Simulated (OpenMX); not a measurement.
Crystal: SiNi2.

```
Ni Si
1.0
     3.83600    0.00000    0.00000
    -1.91800    3.32207    0.00000
     0.00000    0.00000    4.94800
Ni Si
4 2
Cartesian
  1.9180 1.1074 3.7110
  0.0000 2.2147 1.2370
  0.0000 0.0000 2.4740
  0.0000 0.0000 0.0000
  1.9180 1.1074 1.2370
  0.0000 2.2147 3.7110
```

| Item | Value |
| --- | --- |
| Program | OpenMX 3.8.5 |
| Task | single point |
| Functional | PBE |
| Potentials or basis | OpenMX 2013 PBE set, Ni6.0H-s3p2d2, Si7.0-s2p2d1, grid cutoff 500 Ry |
| k mesh | 9 × 9 × 7 |
| Occupations | fermi-dirac, width 0.05 eV |
| Spin | collinear spin, ferromagnetic start |
| Starting moments | [1.0, 1.0, 1.0, 1.0, 0.0, 0.0] μB |

On this cell: pressure 19.2 GPa; largest force 0.009 eV/Å; net moment 0.00 μB per cell; band gap on the k mesh none (metal or under the smearing width).

The same run follows on a disturbed copy (atoms moved at random, drawn with an rms of 0.05 Å):

```
Ni Si
1.0
     3.83600    0.00000    0.00000
    -1.91800    3.32207    0.00000
     0.00000    0.00000    4.94800
Ni Si
4 2
Direct
  0.66717 0.32320 0.74099
  0.31790 0.65880 0.24888
  0.99895 0.98987 0.50517
  0.99740 0.99815 0.99855
  0.67385 0.32318 0.25008
  0.33437 0.66910 0.75833
```

Task: What changes?

Result: The energy (extrapolated to zero smearing) moves by +15.5 meV/atom; pressure 19.8 GPa; largest force 1.332 eV/Å; net moment 0.00 μB per cell; band gap on the k mesh none (metal or under the smearing width).

Forces in eV/Å, atoms in the order of the input:
```
Ni  -0.328  0.597  0.242
Ni   1.320  0.037  0.172
Ni  -0.099  0.084 -0.530
Ni   0.055 -0.131  0.291
Si  -1.233  0.023 -0.055
Si   0.290 -0.617 -0.116
```

Caveats: the basis of atomic orbitals isn't converged, which shifts pressures, moduli and gaps; so large a pressure means that the cell lies far from this level's equilibrium, or that cutoff or potentials fall short (some runs).
